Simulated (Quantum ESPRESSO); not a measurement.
# CaSe: dielectric tensor and Born charges under several settings

```
Se Ca
1.0
     0.00000    2.95600    2.95600
     2.95600    0.00000    2.95600
     2.95600    2.95600    0.00000
Se Ca
1 1
Direct
  0.50000 0.50000 0.50000
  0.00000 0.00000 0.00000
```

All runs used Quantum ESPRESSO 7.5; k mesh 6 × 6 × 6, shifted; given cell; no spin polarisation; cutoff 1170 eV; occupations smeared at first, fixed for the response.

| level | potentials | pressure (GPa) | ε∞ (diagonal) | Born charge of atom 1 (e) |
| --- | --- | --- | --- | --- |
| LDA | PseudoDojo 0.4.1 SR LDA standard | -3.2 | 5.83 | -2.37 |
| PBE | PseudoDojo 0.4.1 SR PBE standard | 1.1 | 5.66 | -2.37 |
| PBEsol | PseudoDojo 0.4.1 SR PBEsol standard | ? | ? | ? |
| WC | PseudoDojo 0.4.1 SR PBE standard | -1.2 | 5.72 | -2.36 |
| BLYP | PseudoDojo 0.4.1 SR PBE standard | 3.1 | 5.44 | -2.39 |

Question: What stands in the row left open?

Answer: Pressure -1.1 GPa; ε∞ 5.76; Born charge of atom 1 -2.36 e.

Caveats: the cell is more than 3 GPa from zero pressure, which shifts response properties (some runs); the potentials were made for another functional, which shifts forces and pressure (some runs).
